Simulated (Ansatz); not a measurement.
PbF2: a vibration from a frozen displacement

All numbers below come from Ansatz, DFT PBE, scalar-relativistic, plane waves, PAW. Cutoff 420 eV, Γ-centred 8×8×8 k-points, Gaussian smearing of 0.05 eV. Spin–orbit coupling is left out, which matters for the heavy elements here. No spin polarisation. Energies are free energies at this smearing, counted from the undisturbed cell; pressure is positive in compression.

Reference structure (as given, not relaxed at this level; it stands at 2.2 GPa, and it needn't be the usual structure):

```
Pb F
1.0
     0.00000    2.96985    2.96985
     2.96985    0.00000    2.96985
     2.96985    2.96985    0.00000
Pb F
1 2
Direct
  0.00000 0.00000 0.00000
  0.25000 0.25000 0.25000
  0.75000 0.75000 0.75000
```

Every Pb atom is moved by x along the Cartesian unit vector (0.577, -0.577, -0.577); the cell and all other atoms stay fixed. The cell's volume is 52.39 Å³; the moved atoms weigh 207.200 u together and the others 37.997 u. Some rows repeat others by symmetry and weren't run.

| x (Å) | ΔE (meV/cell) | total force on the moved atoms along the move (eV/Å) | pressure (GPa) |
| --- | --- | --- | --- |
| -0.5000 | 376.47 | 2.4223 | 9.1531 |
| -0.4375 | 248.96 | 1.6974 | 7.2486 |
| -0.3750 | 160.03 | 1.1774 | 5.7455 |
| -0.3125 | 98.70 | 0.8059 | 4.5720 |
| -0.2500 | 57.09 | 0.5406 | 3.6734 |
| -0.1875 | 29.59 | 0.3494 | 3.0099 |
| -0.1250 | 12.38 | 0.2077 | 2.5534 |
| -0.0625 | 2.98 | 0.0966 | 2.2861 |
| 0.0000 | 0.00 | 0.0000 | 2.1981 |
| 0.0625 | 2.98 | -0.0966 | 2.2861 |
| 0.1250 | 12.38 | -0.2077 | 2.5534 |
| 0.1875 | 29.59 | -0.3494 | 3.0099 |
| 0.2500 | 57.09 | -0.5406 | 3.6734 |
| 0.3125 | 98.70 | -0.8059 | 4.5720 |
| 0.3750 | 160.03 | -1.1774 | 5.7455 |
| 0.4375 | 248.96 | -1.6974 | 7.2486 |
| 0.5000 | 376.47 | -2.4223 | 9.1531 |

**Question.** What frequency belongs to this motion?

**Answer.** The force constant is k = −dF/dx = 1.546 eV/Å², from the parabola through x = -0.0625, 0 and 0.0625. In every cell the moved atoms swing against the rest, so the mass is μ = m₁m₂/(m₁ + m₂) = 32.109 u, and ν̃ = 521.5 cm⁻¹ × √(|k|/μ) = 114 cm⁻¹, at this cell's pressure of 2.2 GPa. To first order in x, and within 1 %, the force on every atom lies along the move and, within each of the two groups, in proportion to the atom's mass, so this is itself a mode at the zone centre of this cell, taken without macroscopic field (the transverse frequency in a polar insulator).

**Question.** How far does the harmonic law reach?

**Answer.** At x = -0.500 Å, kx²/2 = 193.30 meV against the computed 376.47 meV (+94.8 %): the well stiffens in this direction at large amplitude.

**Question.** The pressure changes with x². What does that say about the frequency under compression?

**Answer.** With E = k(V)x²/2, k ∝ V^(−2γ) and x scaling with the cell as V^(1/3), P − P0 = −∂E/∂V = (2γ − 2/3) ΔE/V. At x = 0.1250 Å, V(P − P0) = 52.39 × 0.35524 / 160.2 eV = 116.16 meV and ΔE = 12.38 meV, so γ = 1/3 + V(P − P0)/(2ΔE) = 5.02. This is the Grüneisen parameter of the motion under uniform scaling of the cell: shrinking the cell evenly by 1 % in volume raises the frequency by about 5.02 %. Values this far from the 1 to 3 of most solids mark a soft motion whose force constant is small beside what it shares with volume.